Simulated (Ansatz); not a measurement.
Input of an Ansatz 0.2.0 run:

Contents of input.yaml:

```yaml
crystal:
  lattice:
    - [-1.38371547, 1.38371547, 1.38371547]
    - [1.38371547, -1.38371547, 1.38371547]
    - [1.38371547, 1.38371547, -1.38371547]
  atoms:
    - { symbol: Ni, position: [0.0, 0.0, 0.0], spin: 1.0 }
kpoints:
  mp_grid: { grid: [13, 13, 13] }
  band_path:
    path:
      - [0.0, 0.0, 0.0]
      - [0.5, -0.5, 0.5]
      - [0.0, 0.0, 0.5]
      - [0.0, 0.0, 0.0]
      - [0.25, 0.25, 0.25]
      - [0.5, -0.5, 0.5]
    npoints: 10
scf:
  occupations: { method: fermi_dirac, width: 0.05 }
hamiltonian:
  xc: pbesol
  pseudopotentials: { kind: all_electron, lapw: { basis_error: 0.001 } }
magnetization:
  spin_polarized: true
output:
  forces: true
  stress: true
  eigenvalues: true
```

Potentials or basis: all-electron LAPW, scalar-relativistic.

The run is started by

```console
$ ansatz run input.yaml --threads 2 --pin off --max-ram 6144MiB --backend cpu --events-out ev --progress --plain --runs-dir out
```

(1) Predict the absolute moment.

(2) Predict the net moment.

(3) What does it give for the pressure?

(4) What does it give for the band gap along the path?

## Answers

(1) 0.65 μB per cell.

(2) 0.59 μB per cell.

(3) -2.4 GPa.

(4) none (metal or under the smearing width).
